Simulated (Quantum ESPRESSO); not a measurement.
# Sb (Im-3m) in Quantum ESPRESSO: reference runs

How does Sb come out in PBE? The cell is run as given and disturbed.

Everything below comes from runs of Quantum ESPRESSO 7.5. Logs are shortened: lines on timing, memory, paths and dates and some standing lists are left out, and cuts for length are marked.

## (1) The structure

Symmetry: Im-3m, No. 229, cubic system. Conventional cell: a = 3.743 Å, b = 3.743 Å, c = 3.743 Å, α = 90.00°, β = 90.00°, γ = 90.00°. Sb (site symmetry m-3m) is surrounded by 8 Sb at 3.24 Å.

This isn't the form of Sb at room conditions, which is rhombohedral.

## (2) Single point, PBE

Contents of pw.in:

```
&CONTROL
  calculation = 'scf'
  prefix = 'pwscf'
  outdir = './tmp'
  pseudo_dir = './pseudo'
  tprnfor = .true.
  tstress = .true.
  disk_io = 'low'
/
&SYSTEM
  ibrav = 0
  nat = 1
  ntyp = 1
  ecutwfc = 55
  ecutrho = 440
  nbnd = 13
  occupations = 'smearing'
  smearing = 'fd'
  degauss = 0.00367493
/
&ELECTRONS
  conv_thr = 2d-10
  electron_maxstep = 120
  mixing_beta = 0.5
/
ATOMIC_SPECIES
Sb   121.7600 sb_pbe_v1.4.uspp.F.UPF
CELL_PARAMETERS angstrom
  -1.8713408863    1.8713408863    1.8713408863
   1.8713408863   -1.8713408863    1.8713408863
   1.8713408863    1.8713408863   -1.8713408863
ATOMIC_POSITIONS crystal
Sb     0.0000000000    0.0000000000    0.0000000000
K_POINTS automatic
10 10 10 0 0 0
```

Contents of pp_density.in:

```
&INPUTPP
  prefix = 'pwscf'
  outdir = './tmp'
  filplot = 'density.dat'
  plot_num = 0
/
&PLOT
  nfile = 1
  filepp(1) = 'density.dat'
  iflag = 3
  output_format = 6
  fileout = 'density.cube'
/
```

Contents of pp_potential.in:

```
&INPUTPP
  prefix = 'pwscf'
  outdir = './tmp'
  filplot = 'potential.dat'
  plot_num = 11
/
&PLOT
  nfile = 1
  filepp(1) = 'potential.dat'
  iflag = 3
  output_format = 6
  fileout = 'potential.cube'
/
```

Potentials or basis: SSSP 1.3 efficiency PBE.

Run with:

```sh
$ OMP_NUM_THREADS=1 pw.x -in pw.in > pw.out
$ OMP_NUM_THREADS=1 pp.x -in pp_density.in > pp_density.out
$ OMP_NUM_THREADS=1 pp.x -in pp_potential.in > pp_potential.out
```

pw.out:

```text
This program is part of the open-source Quantum ESPRESSO suite
     for quantum simulation of materials; please cite
[... 9 lines left out ...]
     --------------------
     sticks:   dense  smooth     PW     G-vecs:    dense   smooth      PW
     Sum        1247     623    221                27547     9861    2123

     Using Slab Decomposition

     bravais-lattice index     =            0
     lattice parameter (alat)  =       6.1251  a.u.
     unit-cell volume          =     176.8949 (a.u.)^3
     number of atoms/cell      =            1
     number of atomic types    =            1
     number of electrons       =        15.00
     number of Kohn-Sham states=           13
     kinetic-energy cutoff     =      55.0000  Ry
     charge density cutoff     =     440.0000  Ry
     scf convergence threshold =      2.0E-10
     mixing beta               =       0.5000
     number of iterations used =            8  plain     mixing
     Exchange-correlation=  SLA  PW   PBX  PBC
                           (   1   4   3   4   0   0   0)

     celldm(1)=   6.125089  celldm(2)=   0.000000  celldm(3)=   0.000000
     celldm(4)=   0.000000  celldm(5)=   0.000000  celldm(6)=   0.000000

     crystal axes: (cart. coord. in units of alat)
               a(1) = (  -0.577350   0.577350   0.577350 )
               a(2) = (   0.577350  -0.577350   0.577350 )
               a(3) = (   0.577350   0.577350  -0.577350 )

     reciprocal axes: (cart. coord. in units 2 pi/alat)
               b(1) = ( -0.000000  0.866025  0.866025 )
               b(2) = (  0.866025 -0.000000  0.866025 )
               b(3) = (  0.866025  0.866025  0.000000 )

     PseudoPot. # 1 for Sb read from file:
     sb_pbe_v1.4.uspp.F.UPF
     Pseudo is Ultrasoft + core correction, Zval = 15.0
     Generated by new atomic code, or converted to UPF format
     Using radial grid of  891 points,  6 beta functions with:
                l(1) =   0
                l(2) =   0
                l(3) =   1
                l(4) =   1
                l(5) =   2
                l(6) =   2
     Q(r) pseudized with  8 coefficients,  rinner =    1.350   1.350   1.350
                                                       1.350   1.350

     atomic species   valence    mass     pseudopotential
     Sb               15.00   121.76000     Sb( 1.00)

     48 Sym. Ops., with inversion, found

   Cartesian axes

     site n.     atom                  positions (alat units)
         1        Sb     tau(   1) = (   0.0000000   0.0000000   0.0000000  )

     number of k points=    47  Fermi-Dirac smearing, width (Ry)=  0.0037
                       cart. coord. in units 2pi/alat
        k(    1) = (   0.0000000   0.0000000   0.0000000), wk =   0.0020000
        k(    2) = (   0.0866025   0.0866025   0.0000000), wk =   0.0240000
        k(    3) = (   0.1732051   0.1732051   0.0000000), wk =   0.0240000
        k(    4) = (   0.2598076   0.2598076   0.0000000), wk =   0.0240000
        k(    5) = (   0.3464102   0.3464102   0.0000000), wk =   0.0240000
        k(    6) = (  -0.4330127  -0.4330127   0.0000000), wk =   0.0120000
[... 39 lines left out ...]
        k(   46) = (  -0.8660254  -0.0866025  -0.0866025), wk =   0.0240000
        k(   47) = (  -0.8660254  -0.8660254  -0.8660254), wk =   0.0020000

     Dense  grid:    27547 G-vectors     FFT dimensions: (  45,  45,  45)

     Smooth grid:     9861 G-vectors     FFT dimensions: (  30,  30,  30)

     Initial potential from superposition of free atoms

     starting charge      14.0000, renormalised to      15.0000
     Starting wfcs are    9 randomized atomic wfcs +    4 random wfcs

     Self-consistent Calculation

     iteration #  1     ecut=    55.00 Ry     beta= 0.50
     Davidson diagonalization with overlap
     ethr =  1.00E-02,  avg # of iterations =  5.7

     total energy              =    -184.73905142 Ry
     estimated scf accuracy    <       0.98581778 Ry

     iteration #  2     ecut=    55.00 Ry     beta= 0.50
     Davidson diagonalization with overlap
     ethr =  6.57E-03,  avg # of iterations =  2.0

     total energy              =    -184.93247054 Ry
     estimated scf accuracy    <       0.01201762 Ry

     iteration #  3     ecut=    55.00 Ry     beta= 0.50
     Davidson diagonalization with overlap
     ethr =  8.01E-05,  avg # of iterations =  3.0

     total energy              =    -184.93334187 Ry
     estimated scf accuracy    <       0.00134387 Ry

     iteration #  4     ecut=    55.00 Ry     beta= 0.50
     Davidson diagonalization with overlap
     ethr =  8.96E-06,  avg # of iterations =  2.8

     total energy              =    -184.93343918 Ry
     estimated scf accuracy    <       0.00000658 Ry

     iteration #  5     ecut=    55.00 Ry     beta= 0.50
     Davidson diagonalization with overlap
     ethr =  4.39E-08,  avg # of iterations =  3.3

     total energy              =    -184.93344342 Ry
     estimated scf accuracy    <       0.00000065 Ry

     iteration #  6     ecut=    55.00 Ry     beta= 0.50
     Davidson diagonalization with overlap
     ethr =  4.33E-09,  avg # of iterations =  2.0

     total energy              =    -184.93344351 Ry
     estimated scf accuracy    <          4.1E-09 Ry

     iteration #  7     ecut=    55.00 Ry     beta= 0.50
     Davidson diagonalization with overlap
     ethr =  2.72E-11,  avg # of iterations =  2.6

     total energy              =    -184.93344351 Ry
     estimated scf accuracy    <          1.4E-09 Ry

     iteration #  8     ecut=    55.00 Ry     beta= 0.50
     Davidson diagonalization with overlap
     ethr =  9.31E-12,  avg # of iterations =  2.0

     End of self-consistent calculation

          k = 0.0000 0.0000 0.0000 (  1205 PWs)   bands (ev):

   -17.0666 -17.0666 -17.0666 -16.9903 -16.9903  -0.8421  17.9111  17.9111
    17.9111  23.6138  23.6138  23.6139  24.2825

          k = 0.0866 0.0866 0.0000 (  1220 PWs)   bands (ev):

   -17.0688 -17.0624 -17.0546 -16.9929 -16.9908  -0.6273  16.3521  17.2426
    17.7234  22.0443  22.2544  23.7221  24.5691

          k = 0.1732 0.1732 0.0000 (  1232 PWs)   bands (ev):

   -17.0744 -17.0528 -17.0228 -16.9983 -16.9922   0.0133  13.4008  16.0100
    17.2291  20.5795  20.9896  23.6588  25.1011

          k = 0.2598 0.2598 0.0000 (  1222 PWs)   bands (ev):

   -17.0814 -17.0460 -17.0003 -16.9939 -16.9832   1.0601  10.4132  14.9228
    16.6506  19.5949  20.0895  24.3463  25.9240

          k = 0.3464 0.3464 0.0000 (  1218 PWs)   bands (ev):

   -17.0870 -17.0464 -16.9963 -16.9952 -16.9510   2.4145   7.8298  14.2152
    16.2198  19.0256  19.5526  25.5097  27.0379

          k =-0.4330-0.4330 0.0000 (  1232 PWs)   bands (ev):

   -17.0891 -17.0478 -16.9957 -16.9935 -16.9386   3.3685   6.4582  13.9717
    16.0640  18.8392  19.3743  26.3405  27.9607

          k = 0.1732 0.0866 0.0866 (  1217 PWs)   bands (ev):

   -17.0687 -17.0602 -17.0318 -16.9970 -16.9918  -0.1995  14.4723  16.0588
    17.0353  21.4357  21.6492  23.5821  24.8118

          k = 0.2598 0.1732 0.0866 (  1217 PWs)   bands (ev):

   -17.0734 -17.0503 -17.0019 -16.9985 -16.9930   0.6460  11.8464  14.5075
    16.3107  20.5443  21.5240  23.4542  26.6572

          k = 0.3464 0.2598 0.0866 (  1223 PWs)   bands (ev):

   -17.0793 -17.0440 -17.0004 -16.9956 -16.9657   1.8631   9.1509  13.4921
    15.7107  19.8443  21.3140  23.9858  27.6606

          k = 0.4330 0.3464 0.0866 (  1219 PWs)   bands (ev):

   -17.0830 -17.0440 -16.9975 -16.9947 -16.9459   3.1911   7.0316  12.9880
    15.3786  19.4869  21.0958  25.2026  27.2194

          k = 0.3464 0.1732 0.1732 (  1216 PWs)   bands (ev):

   -17.0713 -17.0430 -17.0032 -16.9974 -16.9736   1.6697  10.2171  12.3258
    15.5315  20.8001  21.7968  24.9800  26.3082

          k = 0.4330 0.2598 0.1732 (  1217 PWs)   bands (ev):

   -17.0723 -17.0346 -17.0012 -16.9978 -16.9595   2.9632   8.2996  11.0933
    15.0321  20.6208  22.6435  25.0659  26.8829

          k = 0.5196 0.3464 0.1732 (  1215 PWs)   bands (ev):

   -17.0729 -17.0324 -17.0028 -16.9926 -16.9558   3.8215   7.1505  10.7478
    14.8578  20.4912  23.4444  25.2999  25.3884

          k = 0.5196 0.2598 0.2598 (  1218 PWs)   bands (ev):

   -17.0683 -17.0211 -17.0085 -16.9878 -16.9677   4.0022   7.9816   9.1676
    14.6991  21.4347  23.0234  24.6696  28.2229

          k = 0.1732 0.1732 0.1732 (  1220 PWs)   bands (ev):
[... 14 lines left out ...]
          k = 0.4330 0.4330 0.1732 (  1216 PWs)   bands (ev):

   -17.0775 -17.0392 -16.9956 -16.9938 -16.9558   3.6563   6.9327  11.9000
    13.5494  21.8496  22.4965  26.9899  28.3527

          k = 0.0000 0.0000 0.1732 (  1229 PWs)   bands (ev):

   -17.0578 -17.0578 -17.0554 -16.9977 -16.9901  -0.4130  16.0736  16.5524
    16.5524  21.2976  22.8808  22.8808  23.9298

          k = 0.3464 0.2598 0.2598 (  1214 PWs)   bands (ev):

   -17.0662 -17.0453 -16.9978 -16.9964 -16.9677   2.6112   9.0921  11.3845
    13.0772  23.3284  24.2726  26.3935  27.1219

          k = 0.4330 0.3464 0.2598 (  1212 PWs)   bands (ev):

   -17.0653 -17.0301 -16.9975 -16.9950 -16.9722   3.7649   7.8326  10.2765
    12.6250  23.5072  25.1400  26.8085  28.0151

          k = 0.0000-0.0866 0.2598 (  1216 PWs)   bands (ev):

   -17.0621 -17.0470 -17.0245 -17.0051 -16.9923   0.2264  13.4840  15.3176
    16.0983  20.2669  22.0289  22.5924  25.8174

          k = 0.5196 0.3464 0.3464 (  1211 PWs)   bands (ev):

   -17.0608 -17.0082 -17.0082 -16.9894 -16.9894   4.2420   8.5438   8.5438
    12.3480  24.3037  26.3381  26.3381  29.6511

          k =-0.0000-0.1732 0.3464 (  1211 PWs)   bands (ev):

   -17.0687 -17.0401 -17.0070 -16.9961 -16.9846   1.2698  10.5774  14.2454
    15.6354  20.0548  21.1354  22.3414  28.3828

          k = 0.0866-0.0866 0.3464 (  1221 PWs)   bands (ev):

   -17.0574 -17.0373 -17.0115 -17.0006 -16.9943   1.0665  11.7731  13.4433
    15.7046  19.6111  21.2892  24.2292  25.7541

          k = 0.0000-0.2598 0.4330 (  1219 PWs)   bands (ev):

   -17.0740 -17.0423 -17.0029 -16.9972 -16.9522   2.6164   8.0301  13.5516
    15.2434  19.9788  20.5872  22.9687  26.5112

          k = 0.0866-0.1732 0.4330 (  1222 PWs)   bands (ev):

   -17.0599 -17.0351 -17.0074 -17.0020 -16.9666   2.2710   9.4570  12.1873
    15.5015  19.7215  20.8631  24.1295  26.1188

          k =-0.8660-0.3464-0.3464 (  1222 PWs)   bands (ev):

   -17.0761 -17.0444 -17.0029 -16.9949 -16.9397   3.5585   6.6778  13.3132
    15.0966  19.9213  20.4038  24.0588  24.9245

          k =-0.7794-0.2598-0.3464 (  1220 PWs)   bands (ev):

   -17.0624 -17.0381 -17.0104 -16.9940 -16.9476   3.5700   7.4466  11.6483
    15.3208  19.7539  21.5120  23.5575  24.3891

          k =-0.6928-0.1732-0.3464 (  1227 PWs)   bands (ev):

   -17.0561 -17.0323 -17.0144 -16.9906 -16.9571   3.5066   8.4901  10.1489
    15.7120  20.0846  20.4087  23.5721  27.1417

          k =-0.6928-0.2598-0.2598 (  1220 PWs)   bands (ev):

   -17.0552 -17.0305 -17.0203 -16.9795 -16.9570   4.2800   7.7885   9.4592
    15.7666  20.1369  21.1797  21.9215  27.4441

          k = 0.3464 0.3464 0.3464 (  1223 PWs)   bands (ev):

   -17.0449 -17.0449 -16.9957 -16.9957 -16.9802   3.6905   8.4619  10.7873
    10.7873  26.1299  26.1299  27.9642  28.6926

          k = 0.4330 0.4330 0.3464 (  1216 PWs)   bands (ev):

   -17.0443 -17.0245 -16.9979 -16.9954 -16.9950   4.2723   8.3313   9.7037
    10.5842  26.7873  26.8561  29.1269  29.3131

          k = 0.0000 0.0000 0.3464 (  1216 PWs)   bands (ev):

   -17.0324 -17.0324 -17.0261 -17.0173 -16.9976   0.8608  13.3774  14.0911
    14.0911  18.5950  23.9855  23.9855  24.8873

          k =-0.0000-0.0866 0.4330 (  1218 PWs)   bands (ev):

   -17.0353 -17.0316 -17.0141 -17.0053 -16.9883   1.8928  11.0230  13.0332
    13.8519  18.1232  23.4559  23.8468  25.6997

          k = 0.0000-0.1732 0.5196 (  1219 PWs)   bands (ev):

   -17.0401 -17.0399 -17.0180 -16.9962 -16.9553   3.2142   8.6099  12.3509
    13.7151  18.7742  22.6980  22.9028  24.0855

          k = 0.0866-0.0866 0.5196 (  1215 PWs)   bands (ev):

   -17.0395 -17.0287 -17.0188 -16.9946 -16.9666   3.0663   9.7858  11.3109
    13.8948  17.7433  22.4886  23.3580  26.4771

          k =-0.8660-0.2598-0.2598 (  1212 PWs)   bands (ev):

   -17.0431 -17.0416 -17.0217 -16.9907 -16.9426   4.1204   7.3204  12.1169
    13.6354  19.5817  21.5421  22.7145  23.7223

          k =-0.7794-0.1732-0.2598 (  1218 PWs)   bands (ev):

   -17.0436 -17.0315 -17.0263 -16.9801 -16.9503   4.2979   8.2256  10.4845
    14.0719  18.3971  20.5730  22.7659  26.6606

          k =-0.6928-0.1732-0.1732 (  1220 PWs)   bands (ev):

   -17.0405 -17.0405 -17.0245 -16.9598 -16.9598   4.8713   8.7874   8.7874
    14.4953  18.9527  18.9527  22.5684  30.2358

          k =-0.0000-0.0000 0.5196 (  1216 PWs)   bands (ev):

   -17.0419 -17.0224 -16.9965 -16.9965 -16.9901   2.9006  11.3496  11.9829
    11.9829  16.6778  22.5760  26.2533  26.2533

          k = 0.0000-0.0866 0.6062 (  1219 PWs)   bands (ev):

   -17.0510 -17.0374 -16.9973 -16.9803 -16.9591   4.1728   9.4836  11.3048
    12.1273  16.6011  20.0759  25.8044  26.5644

          k =-0.8660-0.1732-0.1732 (  1220 PWs)   bands (ev):

   -17.0533 -17.0446 -16.9987 -16.9740 -16.9462   5.0157   8.3244  11.0721
    12.2375  17.2906  18.5699  25.6108  26.4555

          k =-0.7794-0.0866-0.1732 (  1225 PWs)   bands (ev):

   -17.0563 -17.0507 -16.9897 -16.9625 -16.9517   5.2645   9.1011   9.9596
    12.4102  16.5993  17.9499  25.7650  29.5801

          k = 0.0000 0.0000 0.6928 (  1220 PWs)   bands (ev):

   -17.0622 -17.0548 -16.9636 -16.9636 -16.9612   5.3546  10.2666  10.6281
    10.6281  15.5376  17.6441  28.7317  29.3587

          k =-0.8660-0.0866-0.0866 (  1232 PWs)   bands (ev):

   -17.0651 -17.0630 -16.9636 -16.9570 -16.9490   6.0959   9.4980  10.3956
    10.9038  15.6935  16.2171  28.7680  29.7661

          k =-0.8660-0.8660-0.8660 (  1264 PWs)   bands (ev):

   -17.0700 -17.0700 -16.9501 -16.9501 -16.9501   6.7408  10.1632  10.1632
    10.1632  15.1595  15.1595  30.5833  32.4789

     the Fermi energy is    12.2075 ev

!    total energy              =    -184.93344351 Ry
     estimated scf accuracy    <          1.2E-12 Ry
     smearing contrib. (-TS)   =      -0.00065940 Ry
     internal energy E=F+TS    =    -184.93278411 Ry

     The total energy is F=E-TS. E is the sum of the following terms:
     one-electron contribution =     -69.23783876 Ry
     hartree contribution      =      44.14986485 Ry
     xc contribution           =     -44.07090987 Ry
     ewald contribution        =    -115.77390033 Ry

     convergence has been achieved in   8 iterations

     Forces acting on atoms (cartesian axes, Ry/au):

     atom    1 type  1   force =     0.00000000    0.00000000    0.00000000

     Total force =     0.000000     Total SCF correction =     0.000000

     Computing stress (Cartesian axis) and pressure

          total   stress  (Ry/bohr**3)                   (kbar)     P=       32.90
   0.00022367  -0.00000000  -0.00000000           32.90       -0.00       -0.00
  -0.00000000   0.00022367  -0.00000000           -0.00       32.90       -0.00
  -0.00000000  -0.00000000   0.00022367           -0.00       -0.00       32.90

=------------------------------------------------------------------------------=
   JOB DONE.
=------------------------------------------------------------------------------=
```

Run time: 10 s. Hardware: 1 thread of Intel Xeon Platinum 8488C (Sapphire Rapids), shared host; peak memory 0.14 GiB.

Results:

| Quantity | Value |
| --- | --- |
| Free energy | -2516.1477 eV |
| Pressure | 3.3 GPa |
| Band gap on the k mesh | none (metal or under the smearing width) |

Levels at points of the mesh, in eV from the Fermi level:
```tsv
k point	band 6	band 7	band 8	band 9	band 10	band 11
(0.00, 0.00, 0.00)	-13.05	5.70	5.70	5.70	11.41	11.41
(0.00, 0.00, -0.50)	-8.84	-5.75	1.76	3.86	6.63	7.17
(-0.50, -0.50, -0.50)	-5.47	-2.04	-2.04	-2.04	2.95	2.95
```

Spin-orbit coupling is left out, which matters for the levels of Sb.

(Part 1 of 2 ends here.)
